**MoSi₂ (101): the work function of the molybdenum face**

The work function is the energy needed to take an electron out of a metal through a given face. For a compound such as MoSi₂ it depends not only on the direction of the cut but also on which atoms lie outermost. For the (001) facet the table has three such endings of the crystal, for (101) only two with results. Can the third, with molybdenum on top, be worked out from the others?

Slabs of MoSi2 (I4/mmm) cut from the relaxed bulk along Miller planes of the conventional cell, with 15 Å of vacuum and a dipole correction. Ansatz 0.2.0, PBE, plane-wave PAW, scalar-relativistic, no spin polarisation, cutoff 420 eV. The relaxation energy is the mean of both faces; the dipole moment is per surface cell, positive when it points from bottom to top.

```
  facet  top plane  planes  slab thickness as cut  work function top relaxed (eV)  relaxation energy (J/m²)  dipole moment relaxed (e Å)  surface area (Å²)
(0 0 1)         Mo       7                 7.87 Å                           3.825                    -0.196                       0.0000              10.35
(0 0 1)         Si       8                 9.21 Å                           5.147                    -0.016                       0.0000              10.35
(0 0 1)         Si       9                10.47 Å                           4.449                    -0.049                       0.0000              10.35
(1 0 1)         Mo      12                10.91 Å                               ?                         ?                            ?              13.68
(1 0 1)         Si      11                 9.92 Å                           5.294                    -0.039                       0.0000              13.68
(1 0 1)         Si      12                10.93 Å                           4.968                    -0.139                       0.0000              13.68
```

**Reading the known rows**

The label "Si" under top plane covers two different faces. Along both directions the crystal is stacked Mo–Si–Si, so a silicon face can carry either one or two silicon planes above the last molybdenum plane. The number of planes and the zero dipoles show which is which: on (001) the slab of 9 planes ends in one silicon plane and that of 8 in two. On (101) the slab of 12 planes with silicon on top ends in one, and that of 11 in two.

Let n be the number of silicon planes above the last molybdenum. On (001) the work function then climbs in nearly equal steps, by 0.62 eV from n = 0 to 1 and by 0.70 eV from 1 to 2. On (101) the one known step, from n = 1 to 2, has the same direction but is only 0.33 eV. The task is to continue this shorter staircase down to n = 0.

**A model for the step**

A work function contains the potential step across the surface, which comes from a layer of separated charge. Suppose that each added silicon plane shifts the same small charge per atom across one plane spacing d. The potential step is then proportional to the charge per area times the distance, that is to d/A, where A is the surface area of the cell. Each plane holds one atom per cell, so d times A is the volume per atom, the same for both facets, and the step scales as 1/A².

The (101) cell has the larger area, and its planes lie closer together, 0.99 Å apart against 1.31 Å. Both changes weaken the step, to 0.57 of its size on (001). That agrees roughly with the shorter step seen between the silicon faces. The direction of the step is taken from the table, since the common scales of electronegativity disagree on which of the two elements attracts electrons more strongly, and no charges are available to settle the matter.

A least-squares fit to the five known rows, with one constant for each facet and one common strength for the step, gives 0.374 eV per silicon plane on (101). The two known (101) faces average 5.131 eV, which belongs to n = 1.5. Going down by one and a half steps gives 5.131 − 1.5 × 0.374 = 4.57 eV. The fit follows its five rows closely, but with three constants that is weak evidence.

**The forecasts**

- **Work function of the top face:** 4.57 eV, range 4.17 to 4.97 eV. It should be the lowest of the (101) faces and lie above the molybdenum face of (001).
- **Dipole moment:** +0.055 ± 0.03 e Å, with positive charge towards the top.
- **Relaxation energy:** −0.15 ± 0.12 J/m².

The range for the work function is a judgement based on two other estimates. If the facet simply shifted every ending by the same amount, the result would be 4.16 eV, just below the range. If the known step on (101) were repeated once more, it would be 4.64 eV.

The dipole follows from the unlike faces of this slab, which has molybdenum on top and two silicon planes at the bottom. A metal has one Fermi level, so a difference between the work functions of its two faces must appear as a potential difference between the two vacuum sides, and a dipole goes with it. For the bottom face I used the value of the slab with two silicon planes on both sides. In the other slabs equal faces cancel, which is why their dipoles are zero.

The relaxation energy is the change in surface energy when the atoms are allowed to move, averaged over both faces. I took the molybdenum face of (001), shifted it by the average difference between the facets seen for silicon, and averaged the result with the silicon bottom. Scaling by ratios instead of shifting would give about twice as much, hence the wide range.

**The computed values**

The withheld rows as computed:

```
  facet  top plane  planes  slab thickness as cut  work function top relaxed (eV)  relaxation energy (J/m²)  dipole moment relaxed (e Å)  surface area (Å²)
(1 0 1)         Mo      12                10.91 Å                           3.506                    -0.152                       0.1610              13.68
```

The work function is 3.51 eV, more than 1 eV below the forecast and far outside its range. It is indeed the lowest of the (101) faces, but it lies below the molybdenum face of (001), not above it. The dipole has the expected sign and about three times the expected size, also outside its range. The relaxation energy, −0.152 J/m², agrees with the forecast.

**What went wrong**

The assumption of equal steps failed. On (101) the first silicon plane raises the work function by 1.46 eV and the second by only 0.33 eV. The short step between the silicon faces was therefore no sign of a weak surface dipole on this facet. From bare molybdenum to two silicon planes the work function rises by 5.294 − 3.506 = 1.79 eV on (101), against 5.147 − 3.825 = 1.32 eV on (001), where the model wanted a smaller rise.

The error range failed for the same reason. All three estimates treated the molybdenum face as one more member of a series known on this facet only from silicon faces. Their agreement within half an electronvolt measured how alike the estimates were, not how well they were founded. Even the lowest of them was 0.65 eV too high.

A comparison with the pure metals suggests where the difference may lie. There, open facets usually have lower work functions than closely packed ones, because electrons flow into the hollows between protruding atoms and leave positive charge further out. The molybdenum face follows this rule: it is 0.32 eV lower on the more open (101) facet than on (001). Both silicon faces break it, being higher on (101), though with two silicon planes the difference is only 0.15 eV. My guess is that bare molybdenum behaves like the surface of a metal and that one plane of silicon is enough to end this behaviour, but a test would need the charge density at the surface.

**What the dipole adds**

The dipole shows that the bottom face was not quite the one I had borrowed. For this cell, 1 e Å corresponds to 4π × 14.40 / 13.68 = 13.2 eV, so the computed 0.161 e Å means a difference of 2.13 eV between the two faces. Added to the work function of the top, this puts the bottom at 5.64 eV.

That is 0.34 eV above the value from the slab with equal silicon faces. The results before relaxing show where the gap comes from. As cut, the silicon bottom of this slab and the faces of the equal slab have the same work function to within 0.01 eV, so neither the thickness nor the opposite face matters much by itself. The gap opens when the atoms move: relaxing raises this bottom face by 0.36 eV, but the faces of the equal slab by only 0.02 eV. Probably the atoms have settled differently in the two slabs. This also affects the staircase: measured to this bottom face, the step from one to two silicon planes on (101) is 0.67 eV instead of 0.33 eV. That is still less than half of the first step, so the steps remain unequal either way.

The work function of the molybdenum face changes by only 0.01 eV on relaxing, so its low value is there from the start. It lies below the molybdenum face of (001) in both states, by 0.41 eV as cut and by 0.32 eV relaxed. That supports the order of the two faces, but not yet my guess about its cause. The program also warns that the exchange-correlation potential is rough in the thin density outside the surfaces, and how much this shifts the work functions isn't known here.

The good relaxation energy deserves less credit than it seems to. It is an average over two unlike faces, so an error on one can hide an error on the other. It also describes only how the atoms shift within the smallest surface cell, with the symmetry kept, and a real molybdenum face might rearrange further.

For practical use, a work function quoted for "MoSi₂ (101)" means little unless the outermost planes are named as well. In these results, going from bare molybdenum to two silicon planes changes the value far more than the choice of facet does. Between the two silicon endings of (101), though, the change is 0.33 or 0.67 eV, depending on which slab supplies the face with two silicon planes. That is comparable to the 0.52 eV between the facets with one silicon plane. What remains open is why two silicon faces that start alike end 0.34 eV apart. Comparing the relaxed positions of their atoms would be the first step.
